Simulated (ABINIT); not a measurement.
Crystal: ZnSe (Stilleite).

```
Se Zn
1.0
     0.00000    2.83380    2.83380
     2.83380    0.00000    2.83380
     2.83380    2.83380    0.00000
Se Zn
1 1
Direct
  0.75000 0.75000 0.75000
  0.00000 0.00000 0.00000
```

Base run:

```yaml
Program: ABINIT 10.8.3 (patched build)
Functional: r2SCAN
Potentials_or_basis: PseudoDojo NC SR PBE v0.4.1 standard
Cutoff: 1415 eV
k_mesh: 6 × 6 × 6
Occupations: fermi-dirac, width 0.05 eV
Spin: no spin polarisation
```

Its results: band gap on the k mesh 1.73 eV, direct; pressure -0.5 GPa.

Task: The run is repeated on the same cell with these changes: potentials or basis from PseudoDojo NC SR PBE v0.4.1 standard to JTH PAW PBE v2.0; cutoff from 1415 eV to 707 eV; valence electrons from 36 to 18. What comes out?

Result: Band gap on the k mesh 1.85 eV, direct; pressure 0.0 GPa.

Caveats: a meta-GGA on potentials with a model core is unreliable (some runs); the potentials were made for another functional, which shifts forces and pressure (some runs); the PAW data sets were made with another functional, which shifts forces and pressure a little (some runs).
